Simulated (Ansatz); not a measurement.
A run of Ansatz 0.2.0:

File input.yaml:

```yaml
crystal:
  lattice:
    - [3.179064, 0.0, 0.0]
    - [0.0, 3.179064, 0.0]
    - [0.0, 0.0, 3.179064]
  atoms:
    - { symbol: Ti, position: [0.0, 0.0, 0.0] }
    - { symbol: Al, position: [0.5, 0.5, 0.5] }
kpoints:
  mp_grid: { grid: [8, 8, 8] }
scf:
  occupations: { method: fermi_dirac, width: 0.05 }
hamiltonian:
  xc: pbesol
  dispersion: d4
  pseudopotentials: { kind: all_electron, lapw: { basis_error: 0.001 } }
  hubbard:
    sites: [{ species: Ti, l: d, u_eff: 4.5 }]
    double_counting: fll
    projectors: ortho-atomic
output:
  forces: true
  stress: true
  eigenvalues: true
  hubbard: {}
```

Potentials or basis: all-electron LAPW, scalar-relativistic.

Run with:

```bash
$ ansatz run input.yaml --threads 1 --pin off --max-ram 3072MiB --backend cpu --events-out ev --progress --plain --runs-dir out
```

Hardware: 1 thread of Arm Neoverse V2, with other jobs on the host.

How long does it take, and how much memory?

It took 6 s on 1 thread of Arm Neoverse V2, with other jobs on the host, peak memory 0.27 GiB. Counts: scf iterations 8, plane waves 203, k points 35, bands 16.
